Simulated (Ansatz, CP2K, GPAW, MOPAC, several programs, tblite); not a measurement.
## What each method gives for ZnSnP2 (I-42d)

ZnSnP2 (I-42d) from a database structure, relaxed with r2SCAN in Ansatz, was computed with several methods. The symmetry is I-42d (No. 122, tetragonal); conventional cell a = 5.650 Å, c = 11.327 Å, 22.60 Å³ an atom. Zn is surrounded by 4 P at 2.38 Å; Sn is surrounded by 4 P at 2.52 Å; P is surrounded by 2 Zn at 2.38 Å and 2 Sn at 2.52 Å. The values are computed, spin-unpolarised, and not measurements.

```cif
data_structure
_symmetry_space_group_name_H-M 'I-42d'
_symmetry_Int_Tables_number 122
_cell_length_a 5.6504
_cell_length_b 5.6504
_cell_length_c 11.3271
_cell_angle_alpha 90.000
_cell_angle_beta 90.000
_cell_angle_gamma 90.000
_cell_volume 361.64
loop_
_atom_site_label
_atom_site_type_symbol
_atom_site_symmetry_multiplicity
_atom_site_Wyckoff_symbol
_atom_site_fract_x
_atom_site_fract_y
_atom_site_fract_z
_atom_site_occupancy
Zn1 Zn 4 a 0.00000 0.50000 0.25000 1
Sn1 Sn 4 b 0.50000 0.00000 0.25000 1
P1 P 8 d 0.22826 0.25000 0.12500 1
```

Gaps and times are for a single point on this cell; volume and bulk modulus come from each method's own relaxation or energy curve at fixed shape, which is too stiff where a cell has free coordinates or axes. Times are rough, from shared hosts (Arm Neoverse V1), and each method has its own mesh and cell size. A dagger marks a closed or tiny gap in a crystal that DFT finds insulating: a failure of the method or a wrong SCF state. A double dagger marks a value from a curve with shape and coordinates held. PM6 (MOPAC), PM7 (MOPAC), GFN1-xTB (tblite), GFN2-xTB (tblite) treat a cluster of cells at its zone centre, which samples few k points: where these miss a band edge, the gap comes out too large for that reason alone. Gaps from k meshes are read at a limited set of points (mesh, symmetry points, PBE's band edges), so each method's own least gap may be somewhat smaller. xTB and the PM methods were fitted mostly to molecules, and can miss a solid's gap by electronvolts. Minimal bases can be far off for gaps. GLLB-SC's gap includes the derivative discontinuity. d marks a direct gap, i an indirect one (no mark: not told apart), a dash a value that wasn't computed or didn't pass its checks.

```
                              method              kind  gap (eV)  own volume (Å³/atom)  bulk modulus (GPa)  atoms computed  processor time
                   GFN1-xTB (tblite)     tight binding     0.00†                     –                   –              64           3.9 s
light PBE (260 eV and a coarse mesh)  light plane-wave    0.89 d                     –                   –               8           4.3 s
                         PM7 (MOPAC)    semi-empirical      5.79                     –                   –              64           5.9 s
                   GFN2-xTB (tblite)     tight binding     0.21†                     –                   –              64           8.1 s
                         PM6 (MOPAC)    semi-empirical      5.26                     –                   –              64           9.8 s
                      PBE/SZV (CP2K)       small basis    1.08 d                24.55‡                 66‡               8            32 s
                                 PBE         semilocal    0.83 d                 23.24                 66‡               8            32 s
                              r2SCAN         semilocal    1.25 d                 22.60                 76‡               8            73 s
                     PBE/DZVP (CP2K)       small basis    0.90 d                23.53‡                 66‡               8            78 s
                      GLLB-SC (GPAW)   model potential      1.62                     –                   –               8           110 s
```

Against r2SCAN (1.25 eV) and with closed or daggered gaps left aside, the nearest gap at the points sampled is that of PBE/SZV (CP2K) (-0.17 eV) and the farthest that of PM7 (MOPAC) (+4.54 eV). r2SCAN is only a yardstick of convenience: semilocal gaps usually lie below measured ones, which GLLB-SC and hybrids aim to mend.

Volumes against r2SCAN's: PBE +2.8 %.

No spin-orbit coupling is included; it can move band edges with weight on the heavy atoms by tenths of an eV.
